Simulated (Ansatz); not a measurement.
**Random displacements in Al₃Cu₂**

All numbers below come from Ansatz, DFT r2SCAN, scalar-relativistic, plane waves, PAW. Settings: plane waves to 500 eV, k-mesh 12×12×10 (Γ-centred), Gaussian smearing 0.15 eV. No spin polarisation. Energies are free energies at this smearing, counted from the undisturbed cell; pressure is positive in compression.

The undisturbed cell (relaxed at this level; it needn't be the usual structure):

```
Al Cu
1.0
     4.10181    0.00000    0.00000
    -2.05091    3.55227    0.00000
     0.00000    0.00000    4.98986
Al Cu
3 2
Direct
  0.00000 0.00000 0.00000
  0.33333 0.66667 0.35017
  0.66667 0.33333 0.64983
  0.33333 0.66667 0.84017
  0.66667 0.33333 0.15983
```

The atoms are displaced (Å, in the unstrained cell):

```tsv
atom	ux	uy	uz
Al1	0.150	0.057	0.295
Al2	-0.103	0.052	0.028
Al3	-0.176	0.173	-0.414
Cu4	-0.073	-0.022	0.042
Cu5	0.202	-0.261	0.050
```

The cell is not strained.

What are the energy change, the stress and the forces?

ΔE = 353.2 meV/atom; stress (xx, yy, zz, yz, xz, xy; compression positive) (13.22, 6.95, 11.71, 0.45, -0.62, -4.54) GPa.
```
atom Fx (eV/Å) Fy Fz
 Al1      -0.34  -1.05  -1.25
 Al2       0.24  -0.67   0.14
 Al3      -0.05   0.10   5.18
 Cu4       0.24   0.13  -0.43
 Cu5      -0.09   1.49  -3.64
```

Cost: 1 run of about 6.5 core-minutes, on Arm Neoverse V1 (shared hosts).